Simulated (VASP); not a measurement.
# BaO (Fm-3m) in VASP: further runs

Runs on BaO. Level: PBE. Tasks: relaxation of cell and atoms.

Program: VASP 6.6.1. These are calculated values, not measurements. Logs are shortened: lines on timing, memory, paths and dates and some standing lists are left out, and cuts for length are marked.

## (1) The structure

It takes space group Fm-3m (No. 225, cubic). The conventional cell has a = 5.500 Å, b = 5.500 Å, c = 5.500 Å, α = 90.00°, β = 90.00°, γ = 90.00°. Around Ba (site symmetry m-3m) lie 6 O at 2.75 Å. O (site symmetry m-3m) has 6 Ba at 2.75 Å as nearest neighbours.

## (2) Relaxation of cell and atoms, PBE

The input, INCAR:

```
SYSTEM = BaO
PREC     = Accurate       ! precision mode
ENCUT    = 520            ! plane-wave cutoff, eV
EDIFF    = 1E-6           ! SCF threshold, eV
ISMEAR   = 0              ! smearing method
SIGMA    = 0.1            ! smearing width, eV
LREAL    = .FALSE.        ! projectors in reciprocal space
LASPH    = .TRUE.         ! aspherical terms in the spheres
NELM     = 120            ! most SCF steps
ALGO     = Normal         ! electronic algorithm
ISIF     = 3              ! what is computed and relaxed
LWAVE    = .FALSE.        ! write WAVECAR
LCHARG   = .FALSE.        ! write CHGCAR
GGA      = PE             ! functional
IBRION   = 2              ! ionic algorithm
NSW      = 90             ! ionic steps
EDIFFG   = -0.01          ! ionic threshold
```

The input, KPOINTS:

```
regular mesh
0
G
  8 8 8
  0 0 0
```

The input, POSCAR:

```
BaO
1.0
    0.0000000000      2.7500000000      2.7500000000
    2.7500000000      0.0000000000      2.7500000000
    2.7500000000      2.7500000000      0.0000000000
Ba O
1 1
Direct
    0.0000000000      0.0000000000      0.0000000000
    0.5000000000      0.5000000000      0.5000000000
```

Potentials or basis: VASP PAW PBE potentials, release 64 (Ba_sv, O).

On the command line:

```sh
cat potpaw_PBE.64/Ba_sv/POTCAR potpaw_PBE.64/O/POTCAR > POTCAR
mpirun -np 1 vasp_std > vasp.out
```

OUTCAR:

```text
SYSTEM = BaO
   PREC = Accurate
   ENCUT = 520
   EDIFF = 1E-6
   ISMEAR = 0
   LREAL = .FALSE.
   LASPH = .TRUE.
   NELM = 120
   ISIF = 3
   GGA = PE
   IBRION = 2
   NSW = 90
   EDIFFG = -0.01

 ion  position               nearest neighbor table
   1  0.000  0.000  0.000-   2 2.75   2 2.75   2 2.75   2 2.75   2 2.75   2 2.75
   2  0.500  0.500  0.500-   1 2.75   1 2.75   1 2.75   1 2.75   1 2.75   1 2.75

  LATTYP: Found a face centered cubic cell.
 ALAT       =     5.5000000000

  Lattice vectors:

 A1 = (   0.0000000000,   2.7500000000,   2.7500000000)
 A2 = (   2.7500000000,   0.0000000000,   2.7500000000)
 A3 = (   2.7500000000,   2.7500000000,   0.0000000000)

Analysis of symmetry for initial positions (statically):
=====================================================================
 Subroutine PRICEL returns:
 Original cell was already a primitive cell.

 Routine SETGRP: Setting up the symmetry group for a
 face centered cubic supercell.

 Subroutine GETGRP returns: Found 48 space group operations
 (whereof 48 operations were pure point group operations)
 out of a pool of 48 trial point group operations.

The static configuration has the point symmetry O_h .

Analysis of symmetry for dynamics (positions and initial velocities):
=====================================================================
 Subroutine PRICEL returns:
 Original cell was already a primitive cell.

 Routine SETGRP: Setting up the symmetry group for a
 face centered cubic supercell.

 Subroutine GETGRP returns: Found 48 space group operations
 (whereof 48 operations were pure point group operations)
 out of a pool of 48 trial point group operations.

The dynamic configuration has the point symmetry O_h .

 Subroutine INISYM returns: Found 48 space group operations
 (whereof 48 operations are pure point group operations),
 and found     1 'primitive' translations

----------------------------------------------------------------------------------------

                                     Primitive cell

  volume of cell :      41.5938

  direct lattice vectors                    reciprocal lattice vectors
     0.000000000  2.750000000  2.750000000    -0.181818182  0.181818182  0.181818182
     2.750000000  0.000000000  2.750000000     0.181818182 -0.181818182  0.181818182
     2.750000000  2.750000000  0.000000000     0.181818182  0.181818182 -0.181818182

  length of vectors
     3.889087297  3.889087297  3.889087297     0.314918329  0.314918329  0.314918329

  position of ions in fractional coordinates (direct lattice)
     0.000000000  0.000000000  0.000000000
     0.500000000  0.500000000  0.500000000

  ion indices of the primitive-cell ions
   primitive index   ion index
                 1           1
                 2           2

----------------------------------------------------------------------------------------

 KPOINTS: regular mesh

Automatic generation of k-mesh.
 Grid dimensions read from file:
 generate k-points for:    8    8    8

 Generating k-lattice:

  Cartesian coordinates                     Fractional coordinates (reciprocal lattice)
    -0.022727273  0.022727273  0.022727273     0.125000000  0.000000000  0.000000000
     0.022727273 -0.022727273  0.022727273     0.000000000  0.125000000  0.000000000
     0.022727273  0.022727273 -0.022727273     0.000000000  0.000000000  0.125000000

  Length of vectors
     0.039364791  0.039364791  0.039364791

  Shift w.r.t. Gamma in fractional coordinates (k-lattice)
     0.000000000  0.000000000  0.000000000

 Subroutine IBZKPT returns following result:
 ===========================================

 Found     29 irreducible k-points:

 Following reciprocal coordinates:
            Coordinates               Weight
  0.000000  0.000000  0.000000      1.000000
  0.125000  0.000000  0.000000      8.000000
  0.250000  0.000000  0.000000      8.000000
  0.375000  0.000000  0.000000      8.000000
  0.500000  0.000000  0.000000      4.000000
  0.125000  0.125000  0.000000      6.000000
[... 16 lines left out ...]
  0.500000  0.250000  0.125000     48.000000
 -0.375000  0.250000  0.125000     24.000000
 [... further k-points ...]
   k-points           NKPTS =     29   k-points in BZ     NKDIM =     29   number of bands    NBANDS=     12
   number of dos      NEDOS =    301   number of ions     NIONS =      2
   total plane-waves  NPLWV =  27000
   dimension x,y,z NGX =    30 NGY =   30 NGZ =   30
   dimension x,y,z NGXF=    60 NGYF=   60 NGZF=   60
   ions per type =               1   1
   NGX,Y,Z   is equivalent  to a cutoff of  12.82, 12.82, 12.82 a.u.
   NGXF,Y,Z  is equivalent  to a cutoff of  25.65, 25.65, 25.65 a.u.
 SYSTEM =  BaO
   PREC   = accura    normal or accurate (medium, high low for compatibility)
   ISTART =      0    job   : 0-new  1-cont  2-samecut
   ICHARG =      2    charge: 1-file 2-atom 10-const
   ISPIN  =      1    spin polarized calculation?
   LNONCOLLINEAR =      F non collinear calculations
   LSORBIT =      F    spin-orbit coupling
   LASPH  =      T    aspherical Exc in radial PAW
   ENCUT  =  520.0 eV  38.22 Ry    6.18 a.u.   7.23  7.23  7.23*2*pi/ulx,y,z
   NELM   =    120;   NELMIN=  2; NELMDL= -5     # of ELM steps
   EDIFF  = 0.1E-05   stopping-criterion for ELM
   LREAL  =      F    real-space projection
   EDIFFG = -.1E-01   stopping-criterion for IOM
   NSW    =     90    number of steps for IOM
   IBRION =      2    ionic relax: 0-MD 1-quasi-New 2-CG
   NFREE  =      1    steps in history (QN), initial steepest desc. (CG)
   ISIF   =      3    stress and relaxation
   ISYM   =      2    0-nonsym 1-usesym 2-fastsym
   POTIM  = 0.5000    time-step for ionic-motion
   TEBEG  =    0.0;   TEEND  =   0.0 temperature during run
   PSTRESS=    0.0 pullay stress
   NELECT =      16.0000    total number of electrons
   NUPDOWN=      -1.0000    fix difference up-down
   EMIN   =  10.00;   EMAX   =-10.00  energy-range for DOS
   EFERMI =   0.00;   METHOD = LEGACY
   ISMEAR =     0;   SIGMA  =   0.10  broadening in eV -4-tet -1-fermi 0-gaus
   EFERMI_NEDOS =   21; number of points for ismear=-14 and -15
   IALGO  =     38    algorithm
   IMIX   =      4    mixing-type and parameters
     AMIX     =   0.40;   BMIX     =  1.00
     AMIX_MAG =   1.60;   BMIX_MAG =  1.00
  volume/ion in A,a.u.               =      20.80       140.34
  Fermi-wavevector in a.u.,A,eV,Ry     =   1.190617  2.249940 19.287200  1.417569
  Thomas-Fermi vector in A             =   2.326698
   LORBIT       =      0    0 simple, 1 ext, 2 COOP (PROOUT), +10 PAW based schemes
   GGA     = PE    functional components
   LHFCALC =     F    Hartree Fock is set to
   AEXX    =    0.0000 exact exchange contribution
   IVDW    =     0    specifies the selected vdW correction
   LEPSILON=     F    determine dielectric tensor
   LRPA    =     F    only Hartree local field effects (RPA)
 conjugate gradient relaxation of ions
 non-spin polarized calculation
 Gauss-broadening in eV      SIGMA  =   0.10
  energy-cutoff  :      520.00
  volume of cell :       41.59
 maximum number of plane-waves:      1139
 NGX is ok and might be reduce to    30
   NGX = 15   NGY = 15   NGZ = 15

--------------------------------------- Ionic step        1  -------------------------------------------

 number of electron      15.9999996 magnetization

 Free energy of the ion-electron system (eV)
  ---------------------------------------------------
  ext. energy  EPLUGINS =         0.00000000
  ---------------------------------------------------
  free energy    TOTEN  =       -11.77019938 eV

  energy without entropy =      -11.77019938  energy(sigma->0) =      -11.77019938

------------------------ aborting loop because EDIFF is reached ----------------------------------------

  FORCE on cell =-STRESS in cart. coord.  units (eV):
  Direction    XX          YY          ZZ          XY          YZ          ZX
  --------------------------------------------------------------------------------------
  -------------------------------------------------------------------------------------
  Total        1.2655674      1.2655674      1.2655674      0.0000000      0.0000000     -0.0000000
  in kB       48.7492332     48.7492332     48.7492332      0.0000000      0.0000000     -0.0000000
  external PRESSURE =      48.7492332 kB  Pullay stress =       0.0000000 kB
[... 57 lines left out ...]
  energy  without entropy=      -11.8001264412  energy(sigma->0) =      -11.80012644

--------------------------------------- Ionic step        3  -------------------------------------------

 number of electron      16.0000003 magnetization

 Free energy of the ion-electron system (eV)
  ---------------------------------------------------
  ext. energy  EPLUGINS =         0.00000000
  ---------------------------------------------------
  free energy    TOTEN  =       -11.80801084 eV

  energy without entropy =      -11.80801084  energy(sigma->0) =      -11.80801084

 E-fermi :   2.1110     XC(G=0):  -9.4367

 val. band max:        1.6049821633   @ k =   0.5000   0.5000   0.0000
 cond. band min:       3.7072666479   @ k =   0.5000   0.5000   0.0000
 fundamental gap:      2.1022844846
 Fermi energy:         2.1109680157

 k-point     1 :       0.0000    0.0000    0.0000
  band No.  band energies     occupation
      1     -24.3133      2.00000
      2     -13.2938      2.00000
      3      -8.8978      2.00000
      4      -8.8978      2.00000
      5      -8.8978      2.00000
      6       1.3631      2.00000
      7       1.3631      2.00000
      8       1.3631      2.00000
      9       4.9828      0.00000
     10       6.3059      0.00000
     11       6.3059      0.00000
     12       6.3059      0.00000
[... 331 lines left out ...]
 k-point    24 :      -0.3750    0.2500    0.1250
  band No.  band energies     occupation
      1     -24.0669      2.00000
      2     -13.7749      2.00000
      3      -9.4528      2.00000
      4      -9.4478      2.00000
      5      -9.0036      2.00000
      6       0.2195      2.00000
      7       0.7750      2.00000
      8       0.8466      2.00000
      9       6.4295      0.00000
     10       7.0201      0.00000
     11       9.2267      0.00000
     12       9.3202      0.00000

 [... further k-points ...]

------------------------ aborting loop because EDIFF is reached ----------------------------------------

  FORCE on cell =-STRESS in cart. coord.  units (eV):
  Direction    XX          YY          ZZ          XY          YZ          ZX
  --------------------------------------------------------------------------------------
  -------------------------------------------------------------------------------------
  Total        0.0020718      0.0020718      0.0020718     -0.0000000      0.0000000      0.0000000
  in kB        0.0750715      0.0750715      0.0750715     -0.0000000      0.0000000      0.0000000
  external PRESSURE =       0.0750715 kB  Pullay stress =       0.0000000 kB
[... 17 lines left out ...]
  FREE ENERGIE OF THE ION-ELECTRON SYSTEM (eV)
  ---------------------------------------------------
  free  energy   TOTEN  =       -11.8080108378 eV

  energy  without entropy=      -11.8080108378  energy(sigma->0) =      -11.80801084

 reached required accuracy - stopping structural energy minimisation
```

Wall time 21 s (1 thread of Intel Xeon Platinum 8559C (Emerald Rapids), shared host); peak memory 0.18 GiB.

What came out:

```
Free energy                            : -11.8080 eV
Relaxed volume                         : 22.11 Å³/atom
Relaxed cell                           : a = 3.969 Å, b = 3.969 Å, c = 3.969 Å, α = 60.00°, β = 60.00°, γ = 60.00°
Space group after relaxing (to 0.05 Å) : Fm-3m (No. 225)
Energy gained by relaxing              : 18.9 meV/atom
Ionic steps                            : 3
Pressure after relaxing                : 0.0 GPa
Band gap on the k mesh                 : 2.10 eV, direct
```

Step by step:
```tsv
step	energy change (eV)	largest force (eV/Å)	pressure (GPa)	volume (Å³)
1	0.0000	0.0000	4.87	41.59
2	-0.0299	0.0000	-1.89	45.52
3	-0.0378	0.0000	0.01	44.22
```

Final structure:
```
Ba O
1.0
     0.00000    2.80664    2.80664
     2.80664    0.00000    2.80664
     2.80664    2.80664    0.00000
Ba O
1 1
Cartesian
  0.0000 0.0000 0.0000
  2.8066 2.8066 2.8066
```

Levels at points of the mesh, in eV from the valence-band top:
| k point | band 6 | band 7 | band 8 | band 9 | band 10 | band 11 |
| --- | --- | --- | --- | --- | --- | --- |
| (0.00, 0.00, 0.00) | -0.24 | -0.24 | -0.24 | 3.38 | 4.70 | 4.70 |
| (0.50, 0.00, 0.00) | -1.84 | -1.30 | -1.30 | 4.88 | 7.04 | 7.04 |
| (0.50, 0.50, 0.00) | -0.10 | -0.10 | 0.00 | 2.10 | 5.82 | 8.71 |

Caveat: spin-orbit coupling is left out, which moves the levels of the heavy elements. Zero-point motion and thermal expansion aren't in these numbers.

## (3) Relaxation of cell and atoms, PBE

This run uses another cell than the first one, of 22.11 Å³/atom, 1.063 times its volume.

Edit INCAR of step 2 so:

```diff
@@ -3,3 +3,3 @@
 ENCUT    = 520            ! plane-wave cutoff, eV
-EDIFF    = 1E-6           ! SCF threshold, eV
+EDIFF    = 1E-7           ! SCF threshold, eV
 ISMEAR   = 0              ! smearing method
@@ -15,3 +15,4 @@
 IBRION   = 2              ! ionic algorithm
-NSW      = 90             ! ionic steps
-EDIFFG   = -0.01          ! ionic threshold
+NSW      = 60             ! ionic steps
+EDIFFG   = -0.005         ! ionic threshold
+POTIM    = 0.3            ! step
```

KPOINTS is that of step 2.

The input, POSCAR:

```
BaO                                     
1.0
   -0.0000000000      2.8066404921      2.8066404921
    2.8066404921      0.0000000000      2.8066404921
    2.8066404921      2.8066404921      0.0000000000
  Ba              O             
     1     1
Direct
     0.0000000000000000    0.0000000000000000    0.0000000000000000
     0.5000000000000000    0.5000000000000000    0.5000000000000000
```

Potentials or basis: VASP PAW PBE potentials, release 64 (Ba_sv, O).

On the command line:

```sh
cat potpaw_PBE.64/Ba_sv/POTCAR potpaw_PBE.64/O/POTCAR > POTCAR
mpirun -np 1 vasp_std > vasp.out
```

It took 14 s on 1 thread of Intel Xeon Platinum 8559C (Emerald Rapids), shared host; peak memory 0.17 GiB.

Results (log left out):

```yaml
Free_energy: -11.8097 eV
Relaxed_volume: 22.12 Å³/atom
Relaxed_cell: a = 3.970 Å, b = 3.970 Å, c = 3.970 Å, α = 60.00°, β = 60.00°, γ = 60.00°
Space_group_after_relaxing_to_0.05_Å: Fm-3m (No. 225)
Energy_gained_by_relaxing: 0.0 meV/atom
Ionic_steps: 2
Pressure_after_relaxing: 0.0 GPa
Band_gap_on_the_k_mesh: 2.10 eV, direct
```

Final structure:
```cif
data_structure
_symmetry_space_group_name_H-M 'P 1'
_symmetry_Int_Tables_number 1
_cell_length_a 3.9700
_cell_length_b 3.9700
_cell_length_c 3.9700
_cell_angle_alpha 60.000
_cell_angle_beta 60.000
_cell_angle_gamma 60.000
_cell_volume 44.24
loop_
_atom_site_label
_atom_site_type_symbol
_atom_site_fract_x
_atom_site_fract_y
_atom_site_fract_z
_atom_site_occupancy
Ba1 Ba 0.00000 0.00000 0.00000 1
O1 O 0.50000 0.50000 0.50000 1
```

Levels at points of the mesh, in eV from the valence-band top:
```
           k point  band 4  band 5  band 6  band 7  band 8  band 9  band 10  band 11  band 12
(0.00, 0.00, 0.00)  -10.50  -10.50   -0.24   -0.24   -0.24    3.38     4.70     4.70     4.70
(0.50, 0.00, 0.00)  -10.62  -10.62   -1.84   -1.30   -1.30    4.88     7.03     7.03     7.96
(0.50, 0.50, 0.00)  -11.02  -11.02   -0.10   -0.10    0.00    2.10     5.81     8.71     9.14
```

Caveat: spin-orbit coupling is left out, which moves the levels of the heavy elements. A k mesh can miss the band edges.
